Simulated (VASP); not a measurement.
Input of a VASP 6.6.1 run:

File INCAR:

```
PREC = Accurate
ENCUT = 600
EDIFF = 1E-7
ISMEAR = 0
SIGMA = 0.03
LREAL = False
LASPH = True
NELM = 80
ALGO = Normal
ISIF = 2
LWAVE = False
LCHARG = False
IBRION = 2
NSW = 40
EDIFFG = -0.01
```

File KPOINTS:

```
regular mesh
0
Gamma
  8 8 8
```

POSCAR

```
KBr                                     
1.0
    0.0000000000      3.1694984636      3.1694984636
    3.1694984636      0.0000000000      3.1694984636
    3.1694984636      3.1694984636      0.0000000000
  K               Br            
     1     1
Direct
     0.0000000000000000    0.0000000000000000    0.0000000000000000
     0.5000000000000000    0.5000000000000000    0.5000000000000000
```

Potentials or basis: VASP PAW LDA potentials, release 64 (K_sv, Br).

Launch:

```sh
$ cat potpaw_LDA.64/K_sv/POTCAR potpaw_LDA.64/Br/POTCAR > POTCAR
$ mpirun -np 1 vasp_std > vasp.out
```

**Question.** Estimate the band gap on the k mesh.

**Answer.** 4.38 eV, direct.

Final structure:
```cif
data_structure
_symmetry_space_group_name_H-M 'P 1'
_symmetry_Int_Tables_number 1
_cell_length_a 4.4823
_cell_length_b 4.4823
_cell_length_c 4.4823
_cell_angle_alpha 60.000
_cell_angle_beta 60.000
_cell_angle_gamma 60.000
_cell_volume 63.68
loop_
_atom_site_label
_atom_site_type_symbol
_atom_site_fract_x
_atom_site_fract_y
_atom_site_fract_z
_atom_site_occupancy
K1 K 0.00000 0.00000 0.00000 1
Br1 Br 0.50000 0.50000 0.50000 1
```

Caveat: the relaxation stopped at its first step, so nothing moved. A k mesh can miss the band edges.
